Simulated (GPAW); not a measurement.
Here is a GPAW 26.7.0 calculation.

The input run.py:

```python
from ase import Atoms
from ase.dft.bandgap import bandgap
from ase.io import write
from ase.units import GPa
from gpaw import GPAW, PW, setup_paths

setup_paths.insert(0, '.')

atoms = Atoms(['In', 'As'],
              cell=[[0.0, 3.018, 3.018],
                    [3.018, 0.0, 3.018],
                    [3.018, 3.018, 0.0]],
              scaled_positions=[[0.0, 0.0, 0.0],
                                [0.75, 0.75, 0.75]],
              pbc=True)

calc = GPAW(mode=PW(600),
            xc='PBEsol',
            kpts={'size': (8, 8, 8), 'gamma': True},
            occupations={'name': 'methfessel-paxton', 'order': 0, 'width': 0.05},
            nbands=18,
            convergence={'density': 1e-05, 'energy': 1e-05},
            maxiter=150,
            txt='gpaw.txt')
atoms.calc = calc
energy = atoms.get_potential_energy()
forces = atoms.get_forces()
stress = atoms.get_stress()
calc.write('gs.gpw')
write('result.traj', atoms)
print(f'Energy: {energy:.6f} eV')
print('Forces (eV/A):')
print(forces.round(4))
print('Stress (GPa):', (stress / GPa).round(3))
print('Fermi level:', round(calc.get_fermi_level(), 4), 'eV')
print(f'Gap: {bandgap(calc)[0]:.4f} eV, direct: {bandgap(calc, direct=True)[0]:.4f} eV')
```

Potentials or basis: PAW data sets generated in the run's folder for this functional, pw.

Launch:

```console
$ gpaw-setup -f PBEsol As In
$ OMP_NUM_THREADS=1 python run.py
```

(1) Predict the pressure.

(2) Predict the band gap on the k mesh.

## Answers

(1) 1.3 GPa.

(2) none (metal or under the smearing width).

Caveat: this crystal is a semiconductor, whose small gap the functional closes, so the metal is an error of the method.

**Experimental background.**

A printed reference work, data compilation reports, for a bulk crystal of InAs at 4.2 K: band gap 0.418 eV (direct).

A measured gap of InAs is 0.418 eV (direct; 4.2 K; a printed reference work, data compilation); the calculated 0.00 eV misses it by -0.42 eV. Spin-orbit coupling on As, In is left out. The value is that of PBEsol on a finite k mesh, which can miss the band edges, without temperature or zero-point motion. Semilocal functionals fall short of measured gaps as a rule.
